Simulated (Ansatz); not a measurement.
**Hg: pressure up to the limit of the methods**

Aim: compress Hg (beta tin type) step by step, far beyond the usual range, and follow pressure and electronic structure. Methods of the runs shown: PAW.

Program: Ansatz 0.2.0. Level of theory: DFT PBE, with the methods named in each step. These are calculated values, not measurements.

## Step 1: The structure to begin with

It takes space group I4_1/amd (No. 141, tetragonal). Conventional cell: a = 6.049 Å, b = 6.049 Å, c = 3.327 Å, α = 90.00°, β = 90.00°, γ = 90.00°. Hg (site symmetry -4m2) is surrounded by 6 Hg at 3.14 to 3.33 Å.

As a file:

```
CELL_PARAMETERS angstrom
-3.02460 3.02460 1.66353
3.02460 -3.02460 1.66353
3.02460 3.02460 -1.66353
ATOMIC_POSITIONS crystal
Hg 0.62500 0.87500 0.75000
Hg 0.37500 0.12500 0.25000
```

Whether this phase is the stable one at these pressures isn't tested.

Atoms are numbered in the order of the input: Hg1, Hg2.

## Step 2: Cell relaxed at zero pressure, PAW

File input.yaml:

```yaml
crystal:
  lattice:
    - [-3.024595778, 3.024595778, 1.6635276779]
    - [3.024595778, -3.024595778, 1.6635276779]
    - [3.024595778, 3.024595778, -1.6635276779]
  atoms:
    - { symbol: Hg, position: [-0.375, -0.125, -0.25] }
    - { symbol: Hg, position: [0.375, 0.125, 0.25] }
kpoints:
  mp_grid: { grid: [14, 14, 14] }
scf:
  occupations: { method: fermi_dirac, width: 0.1 }
hamiltonian:
  xc: pbe
  pseudopotentials: { kind: paw }
output:
  forces: true
  stress: true
  write_density: true
  write_potential: true
  elf: true
  volumetric_format: npy
relax:
  f_tol: 0.005
  max_steps: 40
  cell: {}
```

On the command line:

```
> ansatz run input.yaml --threads 1 --pin off --max-ram 2048MiB --backend cpu --events-out ev --progress --plain --runs-dir out
```

After this run come: Volume scaled by 1, PAW; Shape and atoms relaxed at 0.95 of the volume, PAW; Volume scaled by 0.95, PAW; Shape and atoms relaxed at 0.85 of the volume, PAW; Volume scaled by 0.85, PAW; Shape and atoms relaxed at 0.75 of the volume, PAW; Volume scaled by 0.75, PAW; Shape and atoms relaxed at 0.65 of the volume, PAW; Volume scaled by 0.65, PAW; Shape and atoms relaxed at 0.55 of the volume, PAW; Volume scaled by 0.55, PAW; Shape and atoms relaxed at 0.45 of the volume, PAW; Volume scaled by 0.45, PAW; Shape and atoms relaxed at 0.4 of the volume, PAW; Volume scaled by 0.4, PAW; Volume scaled by 0.4, PAW (core large).

What does the calculation give? Wanted: PAW pressure at 0.4 of the volume; PAW; fitted bulk modulus at zero pressure.

**Answer**, as computed:

```
                                      quantity      value
             PAW pressure at 0.4 of the volume  353.1 GPa
PAW (core large) pressure at 0.4 of the volume  354.0 GPa
    fitted bulk modulus at zero pressure (PAW)   22.5 GPa
                       its pressure derivative       7.02
```

In words: By PAW the pressure climbs to 353 GPa at 0.4 of the first volume. A third-order Birch-Murnaghan curve fits the range only roughly (B₀ = 22.5 GPa, B′ = 7.02, misfit at most 2.95 GPa). A fit over so wide a range leans to the high pressures, so B₀ can be off by several per cent. No all-electron run checks these rows here, and frozen cores can fail under such compression. The ions are at rest, and the electrons smeared by 0.1 eV. Spin-orbit coupling is left out, though the cell holds Hg; in elements this heavy it can shift bands and gaps by tenths of an eV.
